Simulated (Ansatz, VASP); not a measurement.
## Two plane-wave programs on PbS

File INCAR:

```
SYSTEM = PbS
PREC = Accurate
ENCUT = 520
EDIFF = 1E-6
ISMEAR = 0
SIGMA = 0.03
LREAL = .False.
LASPH = .True.
NELM = 80
ALGO = Normal
ISIF = 2
LWAVE = .False.
LCHARG = .False.
GGA = PE
IVDW = 12
NBANDS = 17
```

KPOINTS

```
regular mesh
0
Gamma
  10 10 10
  0 0 0
```

Contents of POSCAR:

```
PbS
1.0
    0.0000000000      2.9650000000      3.1132500000
    2.9650000000      0.0000000000      3.1132500000
    2.9650000000      2.9650000000      0.0000000000
Pb S
1 1
Direct
    0.0000000000      0.0000000000      0.0000000000
    0.5000000000      0.5000000000      0.5000000000
```

Input for Ansatz:

```yaml
crystal:
  lattice:
    - [0.0, 2.965, 3.11325]
    - [2.965, 0.0, 3.11325]
    - [2.965, 2.965, 0.0]
  atoms:
    - { symbol: Pb, position: [0.0, 0.0, 0.0] }
    - { symbol: S, position: [0.5, 0.5, 0.5] }
basis:
  ecutwfc: 420
kpoints:
  mp_grid: { grid: [10, 10, 10] }
hamiltonian:
  xc: pbe
  dispersion: d3bj
scf:
  occupations: { method: gaussian, width: 0.03 }
output:
  forces: true
  stress: true
  eigenvalues: true
```

Change from the starting cell: strain +0.000 along x and y, +0.050 along z, atoms carried along.

Alike in both runs: task single point; functional PBE; dispersion D3(BJ); k mesh 10 × 10 × 10; occupations gaussian, width 0.03 eV; no spin polarisation.

|  | VASP | Ansatz |
| --- | --- | --- |
| version | VASP 6.6.1 | Ansatz 0.2.0 |
| potentials or method | VASP PAW PBE potentials, release 64 (Pb_d, S) | scalar-relativistic, plane waves, PAW |
| plane-wave cutoff (eV) | 520 | 420 |
| valence electrons in the cell | 20 | 20 |

```tsv
	VASP	Ansatz	Ansatz less VASP
gap on the k mesh at the Fermi level (eV)	0.48	0.47	-0.006
least direct gap on the mesh (eV)	0.48	0.47	-0.006
pressure (GPa)	-2.2	-2.1	+0.07
largest component of the traceless stress (GPa)	3.07	3.07	-0.004
```

Caveats: spin-orbit coupling is left out, which as a rule narrows the gap of such compounds by several tenths of an eV.
